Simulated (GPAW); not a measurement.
# MgB2 (P6/mmm) in GPAW: notebook

The runs below take MgB2 through relaxation of cell and atoms, with PBEsol+D3(BJ), PBEsol+D3(BJ)+ATM, PBEsol+D4.

Program: GPAW 26.7.0. These are calculated values, not measurements. Logs are shortened: lines on timing, memory, paths and dates and some standing lists are left out, and cuts for length are marked. The log counts tension as positive stress, the text compression.

## Step 1: Starting point

The structure is hexagonal, space group P6/mmm (No. 191). The conventional cell has a = 3.085 Å, b = 3.085 Å, c = 3.523 Å, α = 90.00°, β = 90.00°, γ = 120.00°. Mg (site symmetry 6/mmm) has 12 B at 2.51 Å as nearest neighbours. Around B (site symmetry -6m2) lie 3 B at 1.78 Å.

## Step 2: Relaxation of cell and atoms, PBEsol+D3(BJ)

run.py reads:

```python
from ase import Atoms
from ase.calculators.mixing import SumCalculator
from ase.filters import FrechetCellFilter
from ase.io import write
from ase.optimize import BFGS
from dftd3.ase import DFTD3
from gpaw import GPAW, PW, setup_paths

setup_paths.insert(0, '.')

atoms = Atoms(['Mg', 'B', 'B'],
              cell=[[3.085, 0.0, 0.0],
                    [-1.5425, 2.6716883707, 0.0],
                    [0.0, 0.0, 3.523]],
              scaled_positions=[[0.0, 0.0, 0.0],
                                [0.6666666667, 0.3333333333, 0.5],
                                [0.3333333333, 0.6666666667, 0.5]],
              pbc=True)

calc = GPAW(mode=PW(800),
            xc='PBEsol',
            kpts={'size': (7, 7, 6), 'gamma': True},
            occupations={'name': 'fermi-dirac', 'width': 0.05},
            nbands=17,
            convergence={'density': 1e-05, 'forces': 0.0001},
            maxiter=150,
            txt='gpaw.txt')
atoms.calc = SumCalculator([calc, DFTD3(method='pbesol', damping='d3bj')])
opt = BFGS(FrechetCellFilter(atoms), trajectory='relax.traj', logfile='-')
done = opt.run(fmax=0.02, steps=60)
calc.write('gs.gpw')
write('result.traj', atoms)
print('Converged:', done)
print('Cell:', atoms.cell.cellpar().round(4))
print('Volume:', round(atoms.get_volume(), 4))
print(atoms.get_scaled_positions().round(5))
```

Potentials or basis: PAW data sets generated in the run's folder for this functional, pw.

On the command line:

```bash
> gpaw-setup -f PBEsol B Mg
> OMP_NUM_THREADS=1 python run.py
```

gpaw.txt:

```text
__  _  _
 | _ |_)|_||  |
 |__||  | ||/\| - 26.7.0

Input parameters:
  mode=PW(ecut=800.0),
  convergence={'density': 1e-05, 'forces': 0.0001},
  kpts=MonkhorstPack(size=(7, 7, 6), gamma=True),
  maxiter=150,
  nbands=17,
  occupations=Occupations(name='fermi-dirac', width=0.05),
  xc=XC(name='PBEsol')

Diagonalizing LCAO Hamiltonian
Converting LCAO to pw mode

         B  B

       Mg

Atoms  # Å, Bohr magnetons
|   | symbol |         x |        y |        z |    initial magnetic moments |
|---|--------|-----------|----------|----------|-----------------------------|
| 0 |     Mg |  0.000000 | 0.000000 | 0.000000 | ( 0.0000,  0.0000,  0.0000) |
| 1 |      B |  1.542500 | 0.890563 | 1.761500 | ( 0.0000,  0.0000,  0.0000) |
| 2 |      B | -0.000000 | 1.781126 | 1.761500 | ( 0.0000,  0.0000,  0.0000) |

Unit cell  # Å
| periodic |         x |        y |        z |  lengths |     angles |
|----------|-----------|----------|----------|----------|------------|
|      yes |  3.085000 | 0.000000 | 0.000000 | 3.085000 |  90.000000 |
|      yes | -1.542500 | 2.671688 | 0.000000 | 3.085000 |  90.000000 |
|      yes |  0.000000 | 0.000000 | 3.523000 | 3.523000 | 120.000000 |

Number of symmetries: 24
Symmetry operations  # r_c * U_cc + t_c -> r_c
|    | kind |            matrix            |
|----|------|------------------------------|
|  0 |  σ   |  1, 1, 0,  0,-1, 0,  0, 0, 1 |
|  1 |  C2  |  1, 1, 0,  0,-1, 0,  0, 0,-1 |
|  2 |  C6  |  1, 1, 0, -1, 0, 0,  0, 0, 1 |
|  3 |  S6  |  1, 1, 0, -1, 0, 0,  0, 0,-1 |
|  4 |  E   |  1, 0, 0,  0, 1, 0,  0, 0, 1 |
|  5 |  σ   |  1, 0, 0,  0, 1, 0,  0, 0,-1 |
|  6 |  σ   |  1, 0, 0, -1,-1, 0,  0, 0, 1 |
|  7 |  C2  |  1, 0, 0, -1,-1, 0,  0, 0,-1 |
|  8 |  σ   |  0, 1, 0,  1, 0, 0,  0, 0, 1 |
|  9 |  C2  |  0, 1, 0,  1, 0, 0,  0, 0,-1 |
| 10 |  C3  |  0, 1, 0, -1,-1, 0,  0, 0, 1 |
| 11 |  S3  |  0, 1, 0, -1,-1, 0,  0, 0,-1 |
| 12 |  C6  |  0,-1, 0,  1, 1, 0,  0, 0, 1 |
| 13 |  S6  |  0,-1, 0,  1, 1, 0,  0, 0,-1 |
[... 182 lines left out ...]
|          4 |        -5.264 |     2.000 |
|          5 |         4.208 |     2.000 |
|          6 |         7.494 |     0.000 |
|          7 |         7.494 |     0.000 |
|          8 |         8.778 |     0.000 |
|          9 |        13.401 |     0.000 |
|         10 |        13.401 |     0.000 |
|         11 |        15.245 |     0.000 |
|         12 |        17.074 |     0.000 |
|         13 |        19.706 |     0.000 |
|        ... |               |           |
|         16 |        26.173 |     0.000 |

No gap
No difference between direct/indirect transitions

Stress tensor  # eV/Ang^3
|        x |        y |        z |
|----------|----------|----------|
| 0.025196 | 0.000000 | 0.000000 |
| 0.000000 | 0.025196 | 0.000000 |
| 0.000000 | 0.000000 | 0.010770 |

Forces  # eV/Ang
|        x |        y |       z |
|----------|----------|---------|
| -0.00000 |  0.00000 | 0.00000 |  # Mg   0
|  0.00000 |  0.00000 | 0.00000 |  # B    1
|  0.00000 | -0.00000 | 0.00000 |  # B    2

Interpolating wave functions to new cell

         B  B

       Mg

Atoms  # Å, Bohr magnetons
|   | symbol |         x |         y |        z |    initial magnetic moments |
|---|--------|-----------|-----------|----------|-----------------------------|
| 0 |     Mg | -0.000000 | -0.000000 | 0.000000 | ( 0.0000,  0.0000,  0.0000) |
| 1 |      B |  1.538953 |  0.888515 | 1.758632 | ( 0.0000,  0.0000,  0.0000) |
| 2 |      B | -0.000000 |  1.777030 | 1.758632 | ( 0.0000,  0.0000,  0.0000) |

Unit cell  # Å
| periodic |         x |        y |        z |  lengths |     angles |
|----------|-----------|----------|----------|----------|------------|
|      yes |  3.077906 | 0.000000 | 0.000000 | 3.077906 |  90.000000 |
|      yes | -1.538953 | 2.665544 | 0.000000 | 3.077906 |  90.000000 |
|      yes |  0.000000 | 0.000000 | 3.517265 | 3.517265 | 120.000000 |

Number of symmetries: 24
Symmetry operations  # r_c * U_cc + t_c -> r_c
|    | kind |            matrix            |
|----|------|------------------------------|
|  0 |  σ   |  1, 1, 0,  0,-1, 0,  0, 0, 1 |
|  1 |  C2  |  1, 1, 0,  0,-1, 0,  0, 0,-1 |
|  2 |  C6  |  1, 1, 0, -1, 0, 0,  0, 0, 1 |
|  3 |  S6  |  1, 1, 0, -1, 0, 0,  0, 0,-1 |
|  4 |  E   |  1, 0, 0,  0, 1, 0,  0, 0, 1 |
|  5 |  σ   |  1, 0, 0,  0, 1, 0,  0, 0,-1 |
|  6 |  σ   |  1, 0, 0, -1,-1, 0,  0, 0, 1 |
|  7 |  C2  |  1, 0, 0, -1,-1, 0,  0, 0,-1 |
|  8 |  σ   |  0, 1, 0,  1, 0, 0,  0, 0, 1 |
|  9 |  C2  |  0, 1, 0,  1, 0, 0,  0, 0,-1 |
| 10 |  C3  |  0, 1, 0, -1,-1, 0,  0, 0, 1 |
| 11 |  S3  |  0, 1, 0, -1,-1, 0,  0, 0,-1 |
| 12 |  C6  |  0,-1, 0,  1, 1, 0,  0, 0, 1 |
| 13 |  S6  |  0,-1, 0,  1, 1, 0,  0, 0,-1 |
[... 143 lines left out ...]
SCF iterations
|iter     | |      energy | eigst |  dens |force |
|---------|-|-------------|-------|-------|------|
|iter:   1| |  -16.431621 | -2.69 |       |      |
|iter:   2| |  -16.431605 | -5.29 | -2.93 |      |
|iter:   3| |  -16.431496c| -5.52 | -2.96 |      |
|iter:   4| |  -16.431498c| -6.77 | -3.69 |      |
|iter:   5| |  -16.431498c| -7.82c| -4.23 |      |
|iter:   6| |  -16.431498c| -8.88c| -4.90 |      |
|iter:   7| |  -16.431498c| -9.08c| -5.89c|      |
|iter:   8| |  -16.431498c|-10.32c| -6.40c|-16.11c|

Converged in 8 steps
Energy contributions relative to reference atoms: (reference = -6769.400023)

Energy contributions:
  Kinetic:          10.864317
  Coulomb:          -6.826895
  Zero:             -0.034484
  External:          0.000000
  Xc:              -20.430961
  Entropy:          -0.006949
  Spinorbit:         0.000000
  ----------------------------
  Free energy:     -16.434972
  Extrapolated:    -16.431498
[... 11 lines left out ...]
|          4 |        -5.246 |     2.000 |
|          5 |         4.245 |     2.000 |
|          6 |         7.558 |     0.000 |
|          7 |         7.558 |     0.000 |
|          8 |         8.838 |     0.000 |
|          9 |        13.491 |     0.000 |
|         10 |        13.491 |     0.000 |
|         11 |        15.380 |     0.000 |
|         12 |        17.189 |     0.000 |
|         13 |        19.838 |     0.000 |
|        ... |               |           |
|         16 |        26.331 |     0.000 |

No gap
No difference between direct/indirect transitions

Stress tensor  # eV/Ang^3
|         x |         y |        z |
|-----------|-----------|----------|
|  0.018249 | -0.000000 | 0.000000 |
| -0.000000 |  0.018249 | 0.000000 |
|  0.000000 |  0.000000 | 0.007043 |

Forces  # eV/Ang
|        x |       y |       z |
|----------|---------|---------|
|  0.00000 | 0.00000 | 0.00000 |  # Mg   0
| -0.00000 | 0.00000 | 0.00000 |  # B    1
|  0.00000 | 0.00000 | 0.00000 |  # B    2

Interpolating wave functions to new cell

         B  B

       Mg

Atoms  # Å, Bohr magnetons
|   | symbol |         x |         y |         z |    initial magnetic moments |
|---|--------|-----------|-----------|-----------|-----------------------------|
| 0 |     Mg |  0.000000 | -0.000000 | -0.000000 | ( 0.0000,  0.0000,  0.0000) |
| 1 |      B |  1.515807 |  0.875152 |  1.739095 | ( 0.0000,  0.0000,  0.0000) |
| 2 |      B | -0.000000 |  1.750304 |  1.739095 | ( 0.0000,  0.0000,  0.0000) |

Unit cell  # Å
| periodic |         x |        y |         z |  lengths |     angles |
|----------|-----------|----------|-----------|----------|------------|
|      yes |  3.031615 | 0.000000 |  0.000000 | 3.031615 |  90.000000 |
|      yes | -1.515807 | 2.625455 | -0.000000 | 3.031615 |  90.000000 |
|      yes |  0.000000 | 0.000000 |  3.478190 | 3.478190 | 120.000000 |

Number of symmetries: 24
Symmetry operations  # r_c * U_cc + t_c -> r_c
|    | kind |            matrix            |
|----|------|------------------------------|
|  0 |  σ   |  1, 1, 0,  0,-1, 0,  0, 0, 1 |
|  1 |  C2  |  1, 1, 0,  0,-1, 0,  0, 0,-1 |
|  2 |  C6  |  1, 1, 0, -1, 0, 0,  0, 0, 1 |
|  3 |  S6  |  1, 1, 0, -1, 0, 0,  0, 0,-1 |
|  4 |  E   |  1, 0, 0,  0, 1, 0,  0, 0, 1 |
|  5 |  σ   |  1, 0, 0,  0, 1, 0,  0, 0,-1 |
|  6 |  σ   |  1, 0, 0, -1,-1, 0,  0, 0, 1 |
|  7 |  C2  |  1, 0, 0, -1,-1, 0,  0, 0,-1 |
|  8 |  σ   |  0, 1, 0,  1, 0, 0,  0, 0, 1 |
|  9 |  C2  |  0, 1, 0,  1, 0, 0,  0, 0,-1 |
| 10 |  C3  |  0, 1, 0, -1,-1, 0,  0, 0, 1 |
| 11 |  S3  |  0, 1, 0, -1,-1, 0,  0, 0,-1 |
| 12 |  C6  |  0,-1, 0,  1, 1, 0,  0, 0, 1 |
| 13 |  S6  |  0,-1, 0,  1, 1, 0,  0, 0,-1 |
[... 196 lines left out ...]
Stress tensor  # eV/Ang^3
|         x |         y |         z |
|-----------|-----------|-----------|
| -0.031982 |  0.000000 |  0.000000 |
|  0.000000 | -0.031982 |  0.000000 |
|  0.000000 |  0.000000 | -0.020248 |

Forces  # eV/Ang
|       x |        y |       z |
|---------|----------|---------|
| 0.00000 |  0.00000 | 0.00000 |  # Mg   0
| 0.00000 | -0.00000 | 0.00000 |  # B    1
| 0.00000 |  0.00000 | 0.00000 |  # B    2

Interpolating wave functions to new cell

         B  B

       Mg

Atoms  # Å, Bohr magnetons
|   | symbol |         x |         y |         z |    initial magnetic moments |
|---|--------|-----------|-----------|-----------|-----------------------------|
| 0 |     Mg | -0.000000 | -0.000000 | -0.000000 | ( 0.0000,  0.0000,  0.0000) |
| 1 |      B |  1.516835 |  0.875745 |  1.739206 | ( 0.0000,  0.0000,  0.0000) |
| 2 |      B | -0.000000 |  1.751491 |  1.739206 | ( 0.0000,  0.0000,  0.0000) |

Unit cell  # Å
| periodic |         x |        y |         z |  lengths |     angles |
|----------|-----------|----------|-----------|----------|------------|
|      yes |  3.033671 | 0.000000 |  0.000000 | 3.033671 |  90.000000 |
|      yes | -1.516835 | 2.627236 | -0.000000 | 3.033671 |  90.000000 |
|      yes |  0.000000 | 0.000000 |  3.478413 | 3.478413 | 120.000000 |

Number of symmetries: 24
Symmetry operations  # r_c * U_cc + t_c -> r_c
|    | kind |            matrix            |
|----|------|------------------------------|
|  0 |  σ   |  1, 1, 0,  0,-1, 0,  0, 0, 1 |
|  1 |  C2  |  1, 1, 0,  0,-1, 0,  0, 0,-1 |
|  2 |  C6  |  1, 1, 0, -1, 0, 0,  0, 0, 1 |
|  3 |  S6  |  1, 1, 0, -1, 0, 0,  0, 0,-1 |
|  4 |  E   |  1, 0, 0,  0, 1, 0,  0, 0, 1 |
|  5 |  σ   |  1, 0, 0,  0, 1, 0,  0, 0,-1 |
|  6 |  σ   |  1, 0, 0, -1,-1, 0,  0, 0, 1 |
|  7 |  C2  |  1, 0, 0, -1,-1, 0,  0, 0,-1 |
|  8 |  σ   |  0, 1, 0,  1, 0, 0,  0, 0, 1 |
|  9 |  C2  |  0, 1, 0,  1, 0, 0,  0, 0,-1 |
| 10 |  C3  |  0, 1, 0, -1,-1, 0,  0, 0, 1 |
| 11 |  S3  |  0, 1, 0, -1,-1, 0,  0, 0,-1 |
| 12 |  C6  |  0,-1, 0,  1, 1, 0,  0, 0, 1 |
| 13 |  S6  |  0,-1, 0,  1, 1, 0,  0, 0,-1 |
[... 942 lines left out ...]
Forces  # eV/Ang
|        x |        y |       z |
|----------|----------|---------|
| -0.00000 | -0.00000 | 0.00000 |  # Mg   0
| -0.00000 |  0.00000 | 0.00000 |  # B    1
|  0.00000 |  0.00000 | 0.00000 |  # B    2

# Writing to gs.gpw (mode='')
```

Wall time 2.5 min (1 thread of Intel Xeon at 2.50GHz (Skylake/Cascade Lake), shared host); peak memory 0.24 GiB.

What came out:

| Item | Value |
| --- | --- |
| Free energy | -17.1655 eV |
| Relaxed volume | 9.23 Å³/atom |
| Relaxed cell | a = 3.038 Å, b = 3.038 Å, c = 3.464 Å, α = 90.00°, β = 90.00°, γ = 120.00° |
| Space group after relaxing (to 0.05 Å) | P6/mmm (No. 191) |
| Energy gained by relaxing | 10.1 meV/atom |
| Ionic steps | 7 |
| Pressure after relaxing | -0.2 GPa |
| Band gap on the k mesh | none (metal or under the smearing width) |
| Dispersion energy per atom | -0.246 eV |

Step by step:
| step | energy change (eV) | largest force (eV/Å) | pressure (GPa) | volume (Å³) |
| --- | --- | --- | --- | --- |
| 1 | 0.0000 | 0.0000 | -7.22 | 29.04 |
| 2 | -0.0076 | 0.0000 | -6.33 | 28.86 |
| 3 | -0.0299 | 0.0000 | 0.15 | 27.68 |
| 4 | -0.0301 | 0.0000 | -0.11 | 27.72 |
| 5 | -0.0302 | 0.0000 | -0.31 | 27.75 |
| 6 | -0.0304 | 0.0000 | -0.36 | 27.74 |
| 7 | -0.0304 | 0.0000 | -0.18 | 27.69 |

Final structure:
```
Mg B
1.0
     3.03844    0.00000    0.00000
    -1.51922    2.63137    0.00000
     0.00000    0.00000    3.46388
Mg B
1 2
Direct
  0.00000 0.00000 0.00000
  0.66667 0.33333 0.50000
  0.33333 0.66667 0.50000
```

Caveat: later steps reuse the first step's grids; pairwise dispersion overbinds metals, which lowers pressure and volume.

## Step 3: Relaxation of cell and atoms, PBEsol+D3(BJ)+ATM

run.py, as its differences from that of step 2:

```diff
@@ -27,3 +27,3 @@
             txt='gpaw.txt')
-atoms.calc = SumCalculator([calc, DFTD3(method='pbesol', damping='d3bj')])
+atoms.calc = SumCalculator([calc, DFTD3(damping='d3bj', params_tweaks=dict(method='pbesol', atm=True))])
 opt = BFGS(FrechetCellFilter(atoms), trajectory='relax.traj', logfile='-')
```

Potentials or basis: PAW data sets generated in the run's folder for this functional, pw.

On the command line:

```bash
> gpaw-setup -f PBEsol B Mg
> OMP_NUM_THREADS=1 python run.py
```

Run time: 2.9 min. Hardware: 1 thread of Intel Xeon at 2.50GHz (Skylake/Cascade Lake), shared host; peak memory 0.26 GiB.

Results (log left out):

| Item | Value |
| --- | --- |
| Free energy | -17.0904 eV |
| Relaxed volume | 9.28 Å³/atom |
| Relaxed cell | a = 3.043 Å, b = 3.043 Å, c = 3.473 Å, α = 90.00°, β = 90.00°, γ = 120.00° |
| Space group after relaxing (to 0.05 Å) | P6/mmm (No. 191) |
| Energy gained by relaxing | 8.0 meV/atom |
| Ionic steps | 7 |
| Pressure after relaxing | -0.1 GPa |
| Band gap on the k mesh | none (metal or under the smearing width) |
| Dispersion energy per atom | -0.220 eV |

Step by step:
| step | energy change (eV) | largest force (eV/Å) | pressure (GPa) | volume (Å³) |
| --- | --- | --- | --- | --- |
| 1 | 0.0000 | 0.0000 | -6.46 | 29.04 |
| 2 | -0.0061 | 0.0000 | -5.65 | 28.88 |
| 3 | -0.0237 | 0.0000 | 0.10 | 27.84 |
| 4 | -0.0238 | 0.0000 | -0.10 | 27.87 |
| 5 | -0.0239 | 0.0000 | -0.26 | 27.89 |
| 6 | -0.0240 | 0.0000 | -0.30 | 27.88 |
| 7 | -0.0240 | 0.0000 | -0.15 | 27.85 |

Final structure:
```
Mg B
1.0
     3.04265    0.00000    0.00000
    -1.52133    2.63501    0.00000
     0.00000    0.00000    3.47306
Mg B
1 2
Direct
  0.00000 0.00000 0.00000
  0.66667 0.33333 0.50000
  0.33333 0.66667 0.50000
```

Levels at points of the mesh, in eV from the Fermi level:
```tsv
k point	band 6	band 7	band 8	band 9	band 10	band 11
(0.00, 0.00, 0.00)	-2.86	0.53	0.53	1.89	6.59	6.59
(0.00, 0.00, 0.50)	-7.48	0.92	0.92	6.90	6.90	8.34
```

Caveat: later steps reuse the first step's grids; pairwise dispersion overbinds metals, which lowers pressure and volume.

(Continued in part 2 of 2.)
